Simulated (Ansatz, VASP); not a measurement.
# One calculation of LiCl, two programs

The input POSCAR:

```
LiCl
1.0
    0.0000000000      2.5559256900      2.5559256900
    2.5559256900      0.0000000000      2.5559256900
    2.5559256900      2.5559256900      0.0000000000
Li Cl
1 1
Direct
    0.0000000000      0.0000000000      0.0000000000
    0.5000000000      0.5000000000      0.5000000000
```

File INCAR.step1:

```
ALGO = Normal
EDIFF = 1E-4
ENCUT = 520
GGA = PE
ISMEAR = -1
LASPH = True
LCHARG = False
LREAL = False
LWAVE = True
NBANDS = 12
NELM = 100
PREC = Accurate
SIGMA = 0.02
```

The input INCAR.step2:

```
ALGO = Normal
EDIFF = 1E-7
ENCUT = 520
ISIF = 2
ISMEAR = -1
ISTART = 1
LASPH = True
LCHARG = False
LMIXTAU = True
LREAL = False
LWAVE = False
METAGGA = R2SCAN
NBANDS = 12
NELM = 100
PREC = Accurate
SIGMA = 0.02
```

Contents of KPOINTS:

```
k-points
0
Gamma
  10 10 10
```

Input for Ansatz:

```yaml
crystal:
  lattice:
    - [0.0, 2.55592569, 2.55592569]
    - [2.55592569, 0.0, 2.55592569]
    - [2.55592569, 2.55592569, 0.0]
  atoms:
    - { symbol: Li, position: [0.0, 0.0, 0.0] }
    - { symbol: Cl, position: [0.5, 0.5, 0.5] }
  symmetry: { tolerance: 0.0003 }
hamiltonian:
  xc: r2scan
  pseudopotentials: { kind: paw, azcp: { folder: soft_1 } }
basis:
  ecutwfc: 500
magnetization:
  spin_polarized: false
scf:
  occupations: { method: fermi_dirac, width: 0.02 }
kpoints:
  mp_grid: { grid: [10, 10, 10], shift: [0, 0, 0] }
  band_path:
    path:
      - [0.0, 0.0, 0.0]
      - [0.5, 0.0, 0.5]
      - [0.625, 0.25, 0.625]
      - [0.375, 0.375, 0.75]
      - [0.0, 0.0, 0.0]
      - [0.5, 0.5, 0.5]
      - [0.5, 0.25, 0.75]
      - [0.5, 0.0, 0.5]
    npoints: 15
output:
  forces: true
  stress: true
  eigenvalues: true
  bader: true
  populations: true
  elf: true
  write_potential: true
  write_density: true
  volumetric_format: npy
  dos:
    e_range: [-12, 8]
    de: 0.05
    projected: { site_lists: { Cl: [Cl], Li: [Li] } }
```

Alike in both runs: task single point; functional r2SCAN; k mesh 10 × 10 × 10; occupations fermi-dirac, width 0.02 eV; no spin polarisation.

|  | VASP | Ansatz |
| --- | --- | --- |
| version | VASP 6.6.1 | Ansatz 0.2.0 |
| potentials or method | VASP PAW PBE potentials, release 64 (Li_sv, Cl) | PAW plane waves |
| plane-wave cutoff (eV) | 520 | 500 |
| valence electrons in the cell | 10 | 10 |

VASP gave:

- gap on the k mesh at the Fermi level (eV): 7.36

Q: What did Ansatz give for the same quantities?

A: gap on the k mesh at the Fermi level (eV): 7.29.

Caveats: the PAW data sets were made with another functional, which shifts forces and pressure a little (VASP). r2SCAN opens gaps a little over a GGA but as a rule still falls short of measured ones. A k mesh can miss the band edges.
